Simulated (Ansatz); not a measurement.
# How far is PAW off for Bi$_{2}$Te$_{3}$?

```
CELL_PARAMETERS angstrom
2.18642 1.26233 9.94667
-2.18642 1.26233 9.94667
0.00000 -2.52466 9.94667
ATOMIC_POSITIONS crystal
Bi 0.81200 0.81200 0.81200
Bi 0.40200 0.40200 0.40200
Te 0.61100 0.61100 0.61100
Te 0.20000 0.20000 0.20000
Te 0.00000 0.00000 0.00000
```

Atoms are numbered in the order listed.

The cell comes from COD entry 9012858, which wasn't checked; take it as a given geometry. The listed cell was then made from it by scaling, straining or moving an atom.

No spin–orbit coupling, which matters for the heavy atoms here.

Levels of theory: DFT, PBE, PAW with Ansatz's default frozen-core files, scalar-relativistic (Ansatz 0.2.0); DFT, PBE, all-electron PAW with datasets made for the crystal, scalar-relativistic (Ansatz 0.2.0); DFT, PBE, all-electron LAPW, scalar-relativistic (Ansatz 0.2.0).

For PAW: a Γ-centred 8×8×8 k mesh, Fermi–Dirac smearing of 0.08 eV, cutoff 420 eV, no spin polarisation. The crystal-made all-electron datasets (AE datasets) take a cutoff of 240 eV at this cell. LAPW targets a basis error of 1 meV/atom. The Ansatz runs share mesh, smearing and spin set-up. Plane-wave (PAW) pressures include the program's estimate of the Pulay term.

Stress and pressure are positive in compression.

The change that made this cell: equal xx and yy strain of -1 %.

```csv
quantity,PAW,AE datasets,LAPW
pressure (GPa),2.77,2.79,2.79
stress xx (GPa),3.14,3.15,3.16
stress zz (GPa),2.04,2.05,2.05
"force on Bi1, z (eV/Å)",-0.971,-0.971,-0.971
"force on Bi2, z (eV/Å)",-0.434,-0.434,-0.434
"force on Te3, z (eV/Å)",-0.805,-0.806,-0.806
"force on Te4, z (eV/Å)",0.917,0.918,0.918
```

PAW's pressure differs from the LAPW value by about 0.01 GPa or less.
